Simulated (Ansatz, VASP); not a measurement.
NaH in VASP and in Ansatz

The input POSCAR:

```
NaH
1.0
    0.0228140000      2.4400000000      2.4400000000
    2.4400000000      0.0228140000      2.4400000000
    2.4628140000      2.4628140000      0.0000000000
Na H
1 1
Direct
    0.0000000000      0.0000000000      0.0000000000
    0.5000000000      0.5000000000      0.5000000000
```

Contents of INCAR.step1:

```
  PREC = Accurate
  ENCUT = 520
  ISMEAR = 0
  SIGMA = 0.05
  LREAL = False
  LASPH = True
  NELM = 100
  NBANDS = 11
  GGA = PE
  ALGO = Normal
  EDIFF = 1E-4
  LWAVE = True
  LCHARG = False
```

INCAR.step2

```
  PREC = Accurate
  ENCUT = 520
  EDIFF = 1E-7
  ISMEAR = 0
  SIGMA = 0.05
  LREAL = False
  LASPH = True
  NELM = 100
  ALGO = Normal
  ISIF = 2
  LWAVE = False
  LCHARG = False
  METAGGA = R2SCAN
  LMIXTAU = True
  NBANDS = 11
  ISTART = 1
```

File KPOINTS:

```
regular mesh
0
Gamma
  8 8 8
```

Input for Ansatz:

```yaml
crystal:
  lattice:
    - [0.022814, 2.44, 2.44]
    - [2.44, 0.022814, 2.44]
    - [2.462814, 2.462814, 0.0]
  atoms:
    - { symbol: Na, position: [0.0, 0.0, 0.0] }
    - { symbol: H, position: [0.5, 0.5, 0.5] }
basis:
  ecutwfc: 500
kpoints:
  mp_grid: { grid: [8, 8, 8] }
hamiltonian:
  xc: r2scan
scf:
  occupations: { method: gaussian, width: 0.05 }
output:
  forces: true
  stress: true
  eigenvalues: true
```

Change from the starting cell: strain +0.0187 x Voigt [0, 0, 0, 0, 0, 1], atoms carried along.

Alike in both runs: task single point; functional r2SCAN; k mesh 8 × 8 × 8; occupations gaussian, width 0.05 eV; no spin polarisation.

|  | VASP | Ansatz |
| --- | --- | --- |
| version | VASP 6.6.1 | Ansatz 0.2.0 |
| potentials or method | VASP PAW PBE potentials, release 64 (Na_pv, H) | scalar-relativistic, plane waves, PAW |
| plane-wave cutoff (eV) | 520 | 500 |
| valence electrons in the cell | 8 | 10 |

Ansatz gave:

* gap on the k mesh at the Fermi level (eV): 4.25
* least direct gap on the mesh (eV): 5.13
* pressure (GPa): -1.2
* largest component of the traceless stress (GPa): 0.43

Question: Estimate VASP's values.

Answer: gap on the k mesh at the Fermi level (eV): 4.26; least direct gap on the mesh (eV): 5.12; pressure (GPa): -1.3; largest component of the traceless stress (GPa): 0.46.

The two sets of potentials don't hold the same shells in valence.

Caveats: the PAW data sets were made with another functional, which shifts forces and pressure a little (VASP). A k mesh can miss the band edges.
